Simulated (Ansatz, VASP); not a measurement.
**Ge: VASP beside Ansatz**

```
Ge
1.0
     0.00000    3.81051    5.95234
     1.95513    0.00000    5.95234
     1.95513    3.81051    0.00000
Ge
4
Direct
  0.56590 0.56590 0.93410
  0.31590 0.31590 0.68410
  0.68410 0.68410 0.31590
  0.93410 0.93410 0.56590
```

Alike in both runs: functional PBE; k mesh 6 × 6 × 6; occupations gaussian, width 0.1 eV; no spin polarisation.

Ansatz relaxed the structure, and its values are those at the end. VASP's run is a single point on that final structure, the one shown.

|  | VASP | Ansatz |
| --- | --- | --- |
| version | VASP 6.6.1 | Ansatz 0.2.0 |
| potentials or method | VASP PAW PBE potentials, release 64 (Ge_d) | scalar-relativistic, plane waves, PAW |
| plane-wave cutoff (eV) | 520 | 420 |
| valence electrons in the cell | 56 | 56 |

Ansatz gave:

```
gap on the k mesh at the Fermi level (eV) : none
pressure (GPa)                            : 0.1
rms of the force components (eV/Å)        : 0.005
```

What did VASP give for the same quantities?

gap on the k mesh at the Fermi level (eV): none; pressure (GPa): 0.1; rms of the force components (eV/Å): 0.003.

A gap of «none» marks a metal or a gap that the smearing closes. The functional is the same, so the differences come from potentials, cutoffs and numerics.
